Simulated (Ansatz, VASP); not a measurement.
## One calculation of TiC, two programs

```
CELL_PARAMETERS angstrom
3.04209 0.00000 0.00000
-1.52104 2.63452 0.00000
0.00000 0.00000 2.69797
ATOMIC_POSITIONS crystal
Ti 0.00000 0.00000 0.50000
C 0.33333 0.66667 0.00000
```

The cell was built by a generator and needn't be a form met in nature.

Alike in both runs: task single point; functional PBE; k mesh 10 × 10 × 10; occupations gaussian, width 0.029 eV; no spin polarisation.

```csv
,VASP,Ansatz
version,VASP 6.6.1,Ansatz 0.2.0
potentials or method,"VASP PAW PBE potentials, release 64 (Ti_sv, C)",Ansatz PAW
plane-wave cutoff (eV),520,420
valence electrons in the cell,16,16
```

VASP gave:

* gap on the k mesh at the Fermi level (eV): none
* pressure (GPa): 0.3
* largest component of the traceless stress (GPa): 0.10

Task: What did Ansatz give for the same quantities?

Result: gap on the k mesh at the Fermi level (eV): none; pressure (GPa): 0.1; largest component of the traceless stress (GPa): 0.11.

A gap of «none» marks a metal or a gap that the smearing closes.
